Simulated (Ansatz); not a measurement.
# PbO: energy along a strain

PbO, P4/nmm, a = 3.974 Å, c = 5.022 Å (as given, not relaxed at this level: 4.9 GPa, forces to 0.45 eV/Å). The structure is a COD entry; whether it is the stable form wasn't checked. Ansatz: PBE, PAW, 420 eV, Γ-centred 8×8×6 mesh on 4 atoms, Gaussian smearing 0.05 eV; no spin polarisation. Cell vectors (Å): 3.974 0.000 0.000; 0.000 3.974 0.000; 0.000 0.000 5.022. The cell is strained by x per cent times the pattern (1 -1 0 0 0 0) in the order xx yy zz yz xz xy (engineering shears), with fractional coordinates held. y is the free energy over the start, V0 = 19.832 Å³/atom. Symmetry makes y even in x.

```
x (%) y (meV/atom)
-6.00             ?
-3.00          9.16
 0.00          0.00
 0.75          0.56
 1.50          2.26
 2.25          5.13
 3.75         14.38
 4.50         20.83
 5.25         28.55
```

**Question.** Fit y = c2 x² + c4 x⁴ to the other rows, get the stiffness along the pattern, and predict the missing energy.

**Answer.** Least squares on the rows shown. y = 1.0085 x² + 0.00099413 x⁴. The clamped-ion stiffness p·C·p = 2 × 10.08 eV × 160.2 / 19.832 Å³ = 163 GPa (second derivative at the start, which stands under stress). At x = -6.00 the fit asked for gives 37.59 meV/atom. The run gave 37.59 meV/atom, the same to the digits shown.

Spin–orbit coupling is left out, which can shift energies with elements as heavy as these.